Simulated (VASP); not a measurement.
A run of VASP 6.6.1 is set up as follows.

INCAR

```
ALGO = Normal
EDIFF = 1E-7
ENCUT = 520
GGA = 91
ISIF = 2
ISMEAR = -1
LASPH = T
LCHARG = F
LREAL = F
LWAVE = F
NELM = 100
PREC = Accurate
SIGMA = 0.05
```

KPOINTS

```
k-points
0
Gamma
  11 11 11
```

Contents of POSCAR:

```
Al
1.0
    0.0000000000      2.0248050000      2.0248050000
    2.0248050000      0.0000000000      2.0248050000
    2.0248050000      2.0248050000      0.0000000000
Al
1
Direct
    0.0000000000      0.0000000000      0.0000000000
```

Contents of KPOINTS_OPT:

```
path GXWKGLUWLK,UX
15
line-mode
reciprocal
 0.0000000000  0.0000000000  0.0000000000  G
 0.5000000000  0.0000000000  0.5000000000  X

 0.5000000000  0.0000000000  0.5000000000  X
 0.5000000000  0.2500000000  0.7500000000  W

 0.5000000000  0.2500000000  0.7500000000  W
 0.3750000000  0.3750000000  0.7500000000  K

 0.3750000000  0.3750000000  0.7500000000  K
 0.0000000000  0.0000000000  0.0000000000  G

 0.0000000000  0.0000000000  0.0000000000  G
 0.5000000000  0.5000000000  0.5000000000  L

 0.5000000000  0.5000000000  0.5000000000  L
 0.6250000000  0.2500000000  0.6250000000  U

 0.6250000000  0.2500000000  0.6250000000  U
 0.5000000000  0.2500000000  0.7500000000  W

 0.5000000000  0.2500000000  0.7500000000  W
 0.5000000000  0.5000000000  0.5000000000  L

 0.5000000000  0.5000000000  0.5000000000  L
 0.3750000000  0.3750000000  0.7500000000  K

 0.6250000000  0.2500000000  0.6250000000  U
 0.5000000000  0.0000000000  0.5000000000  X
```

Potentials or basis: VASP PAW PBE potentials, release 64 (Al).

Run with:

```sh
$ cat potpaw_PBE.64/Al/POTCAR > POTCAR
$ mpirun -np 1 vasp_std > vasp.out
```

Problem. What does it give for the pressure?

Solution. 0.0 GPa.

Problem. What does it give for the band gap along the path?

Solution. None (metal or under the smearing width).

Levels at the corners of the path, in eV from the Fermi level:
```
point  band 1  band 2  band 3  band 4  band 5
    Γ  -11.10   12.55   12.55   12.55   13.96
    X   -2.93   -1.60    5.24    5.53    5.53
    X   -2.93   -1.60    5.24    5.53    5.53
    W   -0.86   -0.86    0.20    1.03   15.73
    W   -0.86   -0.86    0.20    1.03   15.73
    K   -1.89   -1.36   -0.43    6.50    8.15
    K   -1.89   -1.36   -0.43    6.50    8.15
    Γ  -11.10   12.55   12.55   12.55   13.96
    Γ  -11.10   12.55   12.55   12.55   13.96
    L   -4.57   -4.40   11.28   11.28   11.42
    L   -4.57   -4.40   11.28   11.28   11.42
    U   -1.89   -1.36   -0.43    6.50    8.15
    U   -1.89   -1.36   -0.43    6.50    8.15
    W   -0.86   -0.86    0.20    1.03   15.73
    W   -0.86   -0.86    0.20    1.03   15.73
    L   -4.57   -4.40   11.28   11.28   11.42
    L   -4.57   -4.40   11.28   11.28   11.42
    K   -1.89   -1.36   -0.43    6.50    8.15
    U   -1.89   -1.36   -0.43    6.50    8.15
    X   -2.93   -1.60    5.24    5.53    5.53
```

Caveat: the PAW data sets were made with another functional, which shifts forces and pressure a little.
